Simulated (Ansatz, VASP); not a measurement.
## AlN: VASP beside Ansatz

INCAR

```
PREC = Accurate
ENCUT = 520
EDIFF = 1E-6
ISMEAR = -1
SIGMA = 0.05
LREAL = False
LASPH = True
NELM = 80
ALGO = Normal
ISIF = 2
LWAVE = False
LCHARG = True
GGA = PE
LELF = True
LVHAR = True
NBANDS = 16
```

KPOINTS

```
Automatic mesh
0
Gamma
  13 13 7
```

POSCAR

```
AlN
1.0
    2.9488874729      0.0000000000      0.0000000000
   -1.4744437364      2.5538114644      0.0000000000
    0.0000000000      0.0000000000      4.5232202378
Al N
2 2
Direct
    0.3333333333      0.6666666667     -0.0098735465
    0.6666666667      0.3333333333      0.4901264535
    0.3333333333      0.6666666667      0.3858735465
    0.6666666667      0.3333333333      0.8858735465
```

Input for Ansatz:

```yaml
crystal:
  lattice:
    - [2.9488874729, 0.0, 0.0]
    - [-1.4744437364, 2.5538114644, 0.0]
    - [0.0, 0.0, 4.5232202378]
  atoms:
    - { symbol: Al, position: [0.3333333333, 0.6666666667, -0.0098735465] }
    - { symbol: Al, position: [0.6666666667, 0.3333333333, 0.4901264535] }
    - { symbol: "N", position: [0.3333333333, 0.6666666667, 0.3858735465] }
    - { symbol: "N", position: [0.6666666667, 0.3333333333, 0.8858735465] }
kpoints:
  mp_grid: { grid: [13, 13, 7] }
scf:
  occupations: { method: fermi_dirac, width: 0.05 }
hamiltonian:
  xc: pbe
  pseudopotentials: { kind: all_electron, lapw: { basis_error: 0.001 } }
output:
  forces: true
  stress: true
  eigenvalues: true
  populations: true
```

Change from the starting cell: volume scaled by 0.8, LAPW.

Alike in both runs: task single point; functional PBE; k mesh 13 × 13 × 7; occupations fermi-dirac, width 0.05 eV; no spin polarisation.

|  | VASP | Ansatz |
| --- | --- | --- |
| version | VASP 6.6.1 | Ansatz 0.2.0 |
| potentials or method | VASP PAW PBE potentials, release 64 (Al, N) | all-electron LAPW, scalar-relativistic |
| plane-wave cutoff (eV) | 520 | see its input |

```tsv
	VASP	Ansatz	Ansatz less VASP
gap on the k mesh at the Fermi level (eV)	5.07	5.07	0.000
pressure (GPa)	64.7	64.5	-0.19
```

Ansatz ran all-electron here, so the differences hold the error of VASP's frozen core and of both bases.

Caveats: the cell as given lies far from equilibrium; so large a pressure means that the cell lies far from this level's equilibrium, or that cutoff or potentials fall short (VASP); an odd mesh through Γ misses points on the zone boundary, where band edges often lie.
